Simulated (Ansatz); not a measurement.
Input and command of a plane-wave DFT calculation in Ansatz:

```yaml
crystal:
  lattice:
    - [-1.9788709222, 1.9788709222, 1.9788709222]
    - [1.9788709222, -1.9788709222, 1.9788709222]
    - [1.9788709222, 1.9788709222, -1.9788709222]
  atoms:
    - { symbol: Bi, position: [0.0, 0.0, 0.0] }
basis:
  ecutwfc: 420
kpoints:
  mp_grid: { grid: [16, 16, 16] }
hamiltonian:
  xc: pbe
  dispersion: d3bj
scf:
  occupations: { method: gaussian, width: 0.1 }
output:
  forces: true
  stress: true
  eigenvalues: true
```

```bash
ansatz run input.yaml --threads 1 --pin off --max-ram 2560MiB --backend cpu --events-out ev --progress --plain --runs-dir out
```

Processor: Arm Neoverse V2, 1 thread, on a host shared with other jobs.

How long does it run, and how much memory does it take?

About 2.5 s on 1 thread of Arm Neoverse V2, on a shared host, peak memory 0.32 GiB. It solves 12 bands at 145 k points (the mesh reduced by the symmetry that the task leaves, which can be less than the crystal's) with about 603 plane waves, in 6 SCF iterations.
